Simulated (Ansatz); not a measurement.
input.yaml

```yaml
crystal:
  lattice:
    - [3.8045754344, 0.0, 0.0]
    - [-1.9022877172, 3.2948589768, 0.0]
    - [0.0, 0.0, 6.4792954609]
  atoms:
    - { symbol: Si, position: [0.66666667, 0.33333333, 0.8792575982] }
    - { symbol: Si, position: [0.33333333, 0.66666667, 0.3792575982] }
    - { symbol: Ge, position: [0.66666667, 0.33333333, 0.4957414018] }
    - { symbol: Ge, position: [0.33333333, 0.66666667, -0.0042585982] }
basis:
  ecutwfc: 420
kpoints:
  mp_grid: { grid: [12, 12, 6] }
hamiltonian:
  xc: pbesol
scf:
  occupations: { method: gaussian, width: 0.05 }
output:
  forces: true
  stress: true
  eigenvalues: true
  populations: true
```

Command:
```bash
ansatz run input.yaml --threads 1 --pin off --max-ram 1331MiB --backend cpu --events-out ev --progress --plain --runs-dir out
```

Level of theory: DFT PBEsol, scalar-relativistic, plane waves, PAW (Ansatz).

From the run's log, abridged (iterations and final results):

```
SCF iter   1: F=—  HF=-9749.704865 eV  |F-HF|=—  |Δ(HF+E_count)|=         —  Δρ=2.42e-3  dr2=4.91e-3  ethr=1.77e-3  ⟨swp⟩=5.9  Hψ=7986  notcnv=0
SCF iter   2: F=—  HF=-9749.702178 eV  |F-HF|=—  |Δ(HF+E_count)|=   2.69e-3  Δρ=1.41e-3  dr2=1.50e-3  ethr=1.36e-5  ⟨swp⟩=2.4  Hψ=3538  notcnv=0
SCF iter   3: F=—  HF=-9749.702023 eV  |F-HF|=—  |Δ(HF+E_count)|=   1.55e-4  Δρ=5.08e-4  dr2=8.93e-5  ethr=4.16e-6  ⟨swp⟩=2.0  Hψ=3040  notcnv=0
SCF iter   4: F=—  HF=-9749.701903 eV  |F-HF|=—  |Δ(HF+E_count)|=   1.20e-4  Δρ=1.42e-4  dr2=1.40e-5  ethr=2.48e-7  ⟨swp⟩=2.1  Hψ=2897  notcnv=0
SCF iter   5: F=—  HF=-9749.701906 eV  |F-HF|=—  |Δ(HF+E_count)|=   2.70e-6  Δρ=3.26e-5  dr2=1.12e-6  ethr=3.89e-8  ⟨swp⟩=3.0  Hψ=3099  notcnv=0
SCF iter   6: F=-9749.701906 eV  HF=-9749.701906 eV  |F-HF|=4.45e-8  |Δ(HF+E_count)|=   7.13e-7  Δρ=1.39e-5  dr2=8.14e-8  ethr=2.78e-10  ⟨swp⟩=3.0  Hψ=6837  notcnv=0
SCF 1 converged in 6 iterations: F = -9749.701906 eV  dr2 = 8.14e-8
SCF converged after 6 iterations
Free energy (F): -9749.701906 eV
Harris-Foulkes:  -9749.701906 eV  (|F-HF|=4.45e-8)
Internal energy: -9749.701906 eV  (E = F + TS)
E sigma→0 (E₀):  -9749.701906 eV
Fermi energy:    8.339403 eV
--- Per-component energies (eV) ---
  E_band       = -289.384548
  E_kinetic    = 306.894676
  E_local      = -5242.810813  (includes V_loc(G=0)·N_el)
  E_nonlocal   = 894.532354
  E_hartree    = 2305.725747
  E_xc         = -260.880921
  E_vxc        = -225.223374  (∫ρ·V_xc dr)
  E_paw        = -4957.481813  (= ΣΔE_a)
  E_vpaw       = -634.215828  (= ΣTr[D̂ρ^β])
  E_aug_tail   = 0.000665  (compensation charges beyond the density's cutoff)
  E_ewald      = -2797.580795
  E_core_change = 1.898994  (= ΣΔE_core)
  E_smearing   =  0.000000  (= −TS)
--- Forces (eV/Å), atoms counted from 1 ---
  atom   1  Si     0.00000000     0.00000000    -1.01981624
  atom   2  Si     0.00000000     0.00000000    -1.01981624
  atom   3  Ge     0.00000000     0.00000000     1.01981018
  atom   4  Ge     0.00000000     0.00000000     1.01981018
--- Stress (GPa, compression-positive) ---
        8.031014       0.000000       0.000000
        0.000000       8.031014       0.000000
        0.000000       0.000000      -2.217214
  P = ⅓ Tr σ = 4.6149 GPa (46.149 kbar)
--- Band table (eV; the first three rows and the last of 76) ---
  k-point 0: bands = ["-16.4284", "-16.4284", "-16.4257", "-16.4257", "-16.4244", "-16.4243", "-16.3951", "-16.3951", "-16.3909", "-16.3909", "-4.8402", "-2.8784", "0.7703", "6.6437", "6.6437", "8.0343", "8.0343", "8.1482", "8.9513", "9.5033", "10.4520", "10.4520"]
  k-point 1: bands = ["-16.4282", "-16.4282", "-16.4259", "-16.4259", "-16.4244", "-16.4243", "-16.3948", "-16.3948", "-16.3912", "-16.3912", "-4.7567", "-3.1163", "1.1850", "6.7111", "6.7111", "6.8578", "7.8940", "7.8940", "9.0359", "10.5405", "10.5843", "10.5843"]
  k-point 2: bands = ["-16.4278", "-16.4278", "-16.4264", "-16.4264", "-16.4243", "-16.4243", "-16.3940", "-16.3940", "-16.3919", "-16.3919", "-4.5102", "-3.6149", "2.2110", "5.1606", "6.9067", "6.9067", "7.5688", "7.5688", "9.2853", "10.1803", "10.9154", "10.9154"]
  k-point 75: bands = ["-16.4300", "-16.4300", "-16.4214", "-16.4214", "-16.4140", "-16.4140", "-16.3926", "-16.3926", "-16.3924", "-16.3924", "-1.3302", "-1.3302", "0.1276", "0.1276", "3.3040", "3.3040", "6.0555", "6.0555", "9.4063", "9.4063", "11.7928", "11.7928"]
--- Löwdin populations: 4 sites ---
  site symbol q [e]
     0     Si      3.8672
     1     Si      3.8672
     2     Ge     14.0743
     3     Ge     14.0743
  spilling = 0.003245 (of n_electrons = 36.000000)
```

Self-consistency was reached.